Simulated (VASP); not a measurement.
# InP (F-43m) in VASP: notebook, part 2 of 2

VASP 6.6.1. The steps go on from the part before.

**4. Single point, r2SCAN (volume scaled by 1.03)**

Input file POSCAR:

```
InP
1.0
    0.0000000000      2.9828140722      2.9828140722
    2.9828140722      0.0000000000      2.9828140722
    2.9828140722      2.9828140722      0.0000000000
In P
1 1
Direct
    0.0000000000      0.0000000000      0.0000000000
    0.2500000000      0.2500000000      0.2500000000
```

Input file INCAR.step1:

```
SYSTEM = InP
ALGO = Normal ; EDIFF = 1E-4
ENCUT = 520 ; GGA = PE
ISMEAR = 0 ; LASPH = .TRUE.
LCHARG = .FALSE. ; LREAL = .FALSE.
LWAVE = .TRUE. ; NBANDS = 16
NELM = 60 ; PREC = Accurate
SIGMA = 0.02
```

Input file INCAR.step2:

```
SYSTEM = InP
ALGO = Normal ; EDIFF = 1E-6
ENCUT = 520 ; ISIF = 2
ISMEAR = 0 ; ISTART = 1
LASPH = .TRUE. ; LCHARG = .FALSE.
LMIXTAU = .TRUE. ; LREAL = .FALSE.
LWAVE = .FALSE. ; METAGGA = R2SCAN
NBANDS = 16 ; NELM = 60
PREC = Accurate ; SIGMA = 0.02
```

Input file KPOINTS:

```
k-points
0
G
  8 8 8
  0 0 0
```

Potentials or basis: VASP PAW PBE potentials, release 64 (In_d, P).

On the command line:

```sh
> cat potpaw_PBE.64/In_d/POTCAR potpaw_PBE.64/P/POTCAR > POTCAR
> cp INCAR.step1 INCAR
> mpirun -np 1 vasp_std > vasp.out
> cp INCAR.step2 INCAR
> mpirun -np 1 vasp_std > vasp.out
```

OUTCAR:

```text
SYSTEM = InP
   EDIFF = 1E-6
   ENCUT = 520
   ISIF = 2
   ISMEAR = 0
   ISTART = 1
   LASPH = .TRUE.
   LREAL = .FALSE.
   METAGGA = R2SCAN
   NELM = 60
   PREC = Accurate

 ion  position               nearest neighbor table
   1  0.000  0.000  0.000-   2 2.58   2 2.58   2 2.58   2 2.58
   2  0.250  0.250  0.250-   1 2.58   1 2.58   1 2.58   1 2.58

  LATTYP: Found a face centered cubic cell.
 ALAT       =     5.9656281444

  Lattice vectors:

 A1 = (   0.0000000000,   2.9828140722,   2.9828140722)
 A2 = (   2.9828140722,   0.0000000000,   2.9828140722)
 A3 = (   2.9828140722,   2.9828140722,   0.0000000000)

Analysis of symmetry for initial positions (statically):
=====================================================================
 Subroutine PRICEL returns:
 Original cell was already a primitive cell.

 Routine SETGRP: Setting up the symmetry group for a
 face centered cubic supercell.

 Subroutine GETGRP returns: Found 24 space group operations
 (whereof 24 operations were pure point group operations)
 out of a pool of 48 trial point group operations.

The static configuration has the point symmetry T_d .

Analysis of symmetry for dynamics (positions and initial velocities):
=====================================================================
 Subroutine PRICEL returns:
 Original cell was already a primitive cell.

 Routine SETGRP: Setting up the symmetry group for a
 face centered cubic supercell.

 Subroutine GETGRP returns: Found 24 space group operations
 (whereof 24 operations were pure point group operations)
 out of a pool of 48 trial point group operations.

The dynamic configuration has the point symmetry T_d .

 Subroutine INISYM returns: Found 24 space group operations
 (whereof 24 operations are pure point group operations),
 and found     1 'primitive' translations

----------------------------------------------------------------------------------------

                                     Primitive cell

  volume of cell :      53.0773

  direct lattice vectors                    reciprocal lattice vectors
     0.000000000  2.982814072  2.982814072    -0.167626942  0.167626942  0.167626942
     2.982814072  0.000000000  2.982814072     0.167626942 -0.167626942  0.167626942
     2.982814072  2.982814072  0.000000000     0.167626942  0.167626942 -0.167626942

  length of vectors
     4.218336115  4.218336115  4.218336115     0.290338379  0.290338379  0.290338379

  position of ions in fractional coordinates (direct lattice)
     0.000000000  0.000000000  0.000000000
     0.250000000  0.250000000  0.250000000

  ion indices of the primitive-cell ions
   primitive index   ion index
                 1           1
                 2           2

----------------------------------------------------------------------------------------

 KPOINTS: k-points

Automatic generation of k-mesh.
 Grid dimensions read from file:
 generate k-points for:    8    8    8

 Generating k-lattice:

  Cartesian coordinates                     Fractional coordinates (reciprocal lattice)
    -0.020953368  0.020953368  0.020953368     0.125000000  0.000000000  0.000000000
     0.020953368 -0.020953368  0.020953368     0.000000000  0.125000000  0.000000000
     0.020953368  0.020953368 -0.020953368     0.000000000  0.000000000  0.125000000

  Length of vectors
     0.036292297  0.036292297  0.036292297

  Shift w.r.t. Gamma in fractional coordinates (k-lattice)
     0.000000000  0.000000000  0.000000000

 Subroutine IBZKPT returns following result:
 ===========================================

 Found     29 irreducible k-points:

 Following reciprocal coordinates:
            Coordinates               Weight
  0.000000  0.000000  0.000000      1.000000
  0.125000  0.000000  0.000000      8.000000
  0.250000  0.000000  0.000000      8.000000
  0.375000  0.000000  0.000000      8.000000
  0.500000  0.000000  0.000000      4.000000
  0.125000  0.125000  0.000000      6.000000
[... 16 lines left out ...]
  0.500000  0.250000  0.125000     48.000000
 -0.375000  0.250000  0.125000     24.000000
 [... further k-points ...]
   k-points           NKPTS =     29   k-points in BZ     NKDIM =     29   number of bands    NBANDS=     16
   number of dos      NEDOS =    301   number of ions     NIONS =      2
   total plane-waves  NPLWV =  32768
   dimension x,y,z NGX =    32 NGY =   32 NGZ =   32
   dimension x,y,z NGXF=    64 NGYF=   64 NGZF=   64
   ions per type =               1   1
   NGX,Y,Z   is equivalent  to a cutoff of  12.61, 12.61, 12.61 a.u.
   NGXF,Y,Z  is equivalent  to a cutoff of  25.22, 25.22, 25.22 a.u.
 SYSTEM =  InP
   PREC   = accura    normal or accurate (medium, high low for compatibility)
   ISTART =      1    job   : 0-new  1-cont  2-samecut
   ICHARG =      0    charge: 1-file 2-atom 10-const
   ISPIN  =      1    spin polarized calculation?
   LNONCOLLINEAR =      F non collinear calculations
   LSORBIT =      F    spin-orbit coupling
   LASPH  =      T    aspherical Exc in radial PAW
   ENCUT  =  520.0 eV  38.22 Ry    6.18 a.u.   7.84  7.84  7.84*2*pi/ulx,y,z
   NELM   =     60;   NELMIN=  2; NELMDL=  0     # of ELM steps
   EDIFF  = 0.1E-05   stopping-criterion for ELM
   LREAL  =      F    real-space projection
   EDIFFG = 0.1E-04   stopping-criterion for IOM
   NSW    =      0    number of steps for IOM
   IBRION =     -1    ionic relax: 0-MD 1-quasi-New 2-CG
   NFREE  =      0    steps in history (QN), initial steepest desc. (CG)
   ISIF   =      2    stress and relaxation
   ISYM   =      2    0-nonsym 1-usesym 2-fastsym
   POTIM  = 0.5000    time-step for ionic-motion
   TEBEG  =    0.0;   TEEND  =   0.0 temperature during run
   PSTRESS=    0.0 pullay stress
   NELECT =      18.0000    total number of electrons
   NUPDOWN=      -1.0000    fix difference up-down
   EMIN   =  10.00;   EMAX   =-10.00  energy-range for DOS
   EFERMI =   0.00;   METHOD = LEGACY
   ISMEAR =     0;   SIGMA  =   0.02  broadening in eV -4-tet -1-fermi 0-gaus
   EFERMI_NEDOS =   21; number of points for ismear=-14 and -15
   IALGO  =     38    algorithm
   IMIX   =      4    mixing-type and parameters
     AMIX     =   0.40;   BMIX     =  1.00
     AMIX_MAG =   1.60;   BMIX_MAG =  1.00
  volume/ion in A,a.u.               =      26.54       179.09
  Fermi-wavevector in a.u.,A,eV,Ry     =   1.141641  2.157388 17.733068  1.303344
  Thomas-Fermi vector in A             =   2.278341
   LORBIT       =      0    0 simple, 1 ext, 2 COOP (PROOUT), +10 PAW based schemes
   METAGGA = R2SCAN    functional components
   LHFCALC =     F    Hartree Fock is set to
   AEXX    =    0.0000 exact exchange contribution
   IVDW    =     0    specifies the selected vdW correction
   LEPSILON=     F    determine dielectric tensor
   LRPA    =     F    only Hartree local field effects (RPA)
 non-spin polarized calculation
 Gauss-broadening in eV      SIGMA  =   0.02
  energy-cutoff  :      520.00
  volume of cell :       53.08
 maximum number of plane-waves:      1459
   NGX = 15   NGY = 15   NGZ = 15

 number of electron      18.0000004 magnetization

 Free energy of the ion-electron system (eV)
  ---------------------------------------------------
  ext. energy  EPLUGINS =         0.00000000
  ---------------------------------------------------
  free energy    TOTEN  =       -32.28740117 eV

  energy without entropy =      -32.28740117  energy(sigma->0) =      -32.28740117

 E-fermi :   4.5736     XC(G=0):  -9.6347

 val. band max:        4.4451249947   @ k =   0.0000   0.0000   0.0000
 cond. band min:       5.3027184863   @ k =   0.0000   0.0000   0.0000
 fundamental gap:      0.8575934916
 Fermi energy:         4.5736296922

 k-point     1 :       0.0000    0.0000    0.0000
  band No.  band energies     occupation
      1     -10.1193      2.00000
      2     -10.1193      2.00000
      3     -10.1193      2.00000
      4      -9.9675      2.00000
      5      -9.9675      2.00000
      6      -7.1938      2.00000
[... 8 lines left out ...]
     15      14.2816      0.00000
     16      14.2816      0.00000
[... 419 lines left out ...]
 k-point    24 :      -0.3750    0.2500    0.1250
  band No.  band energies     occupation
      1     -10.2429      2.00000
      2     -10.0730      2.00000
      3     -10.0565      2.00000
      4      -9.9722      2.00000
      5      -9.9562      2.00000
      6      -5.2636      2.00000
[... 8 lines left out ...]
     15      15.5806      0.00000
     16      16.2022      0.00000

 [... further k-points ...]

------------------------ aborting loop because EDIFF is reached ----------------------------------------

  FORCE on cell =-STRESS in cart. coord.  units (eV):
  Direction    XX          YY          ZZ          XY          YZ          ZX
  --------------------------------------------------------------------------------------
  -------------------------------------------------------------------------------------
  Total       -0.6593625     -0.6593625     -0.6593625     -0.0000000      0.0000000      0.0000000
  in kB      -19.9033557    -19.9033557    -19.9033557     -0.0000000      0.0000000      0.0000000
  external PRESSURE =     -19.9033557 kB  Pullay stress =       0.0000000 kB

 VOLUME and BASIS-vectors are now :
 -----------------------------------------------------------------------------
  energy-cutoff  :      520.00
  volume of cell :       53.08
      direct lattice vectors                 reciprocal lattice vectors
     0.000000000  2.982814072  2.982814072    -0.167626942  0.167626942  0.167626942
     2.982814072  0.000000000  2.982814072     0.167626942 -0.167626942  0.167626942
     2.982814072  2.982814072  0.000000000     0.167626942  0.167626942 -0.167626942

 POSITION                                       TOTAL-FORCE (eV/Angst)
 -----------------------------------------------------------------------------------
      0.00000      0.00000      0.00000         0.000000      0.000000     -0.000000
      1.49141      1.49141      1.49141        -0.000000     -0.000000      0.000000
 -----------------------------------------------------------------------------------
    total drift:                               -0.000003     -0.000003     -0.000003

  FREE ENERGIE OF THE ION-ELECTRON SYSTEM (eV)
  ---------------------------------------------------
  free  energy   TOTEN  =       -32.2874011679 eV

  energy  without entropy=      -32.2874011679  energy(sigma->0) =      -32.28740117
```

It took 31 s on 1 thread of Intel Xeon 6975P-C (Granite Rapids), shared host; peak memory 0.19 GiB.

Results:

| Quantity | Value |
| --- | --- |
| Free energy | -32.2874 eV |
| Pressure | -2.0 GPa |
| Band gap on the k mesh | 0.86 eV, direct |

Levels at points of the mesh, in eV from the valence-band top:
| k point | band 6 | band 7 | band 8 | band 9 | band 10 | band 11 | band 12 | band 13 |
| --- | --- | --- | --- | --- | --- | --- | --- | --- |
| (0.00, 0.00, 0.00) | -11.64 | 0.00 | 0.00 | 0.00 | 0.86 | 4.44 | 4.44 | 4.44 |
| (0.50, 0.00, 0.00) | -10.01 | -5.60 | -0.93 | -0.93 | 1.72 | 5.15 | 5.15 | 7.42 |
| (0.50, 0.50, 0.00) | -9.39 | -5.65 | -2.23 | -2.23 | 2.09 | 2.54 | 9.53 | 9.94 |

Caveat: the PAW data sets were made with another functional, which shifts forces and pressure a little; spin-orbit coupling is left out, which moves the levels of the heavy elements.

**5. Comparison with measurements**

Step 2. Against the measured gap of InP, 1.4236 eV (direct; 1.6 K; a printed reference work, data compilation), the calculated 1.03 eV is off by -0.39 eV. Spin-orbit coupling on In is left out. The value is that of r2SCAN, without temperature or zero-point motion.

Step 3. A measured gap of InP is 1.4236 eV (direct; 1.6 K; a printed reference work, data compilation); the calculated 1.03 eV misses it by -0.39 eV. Spin-orbit coupling on In is left out. The value is that of r2SCAN, without temperature or zero-point motion.
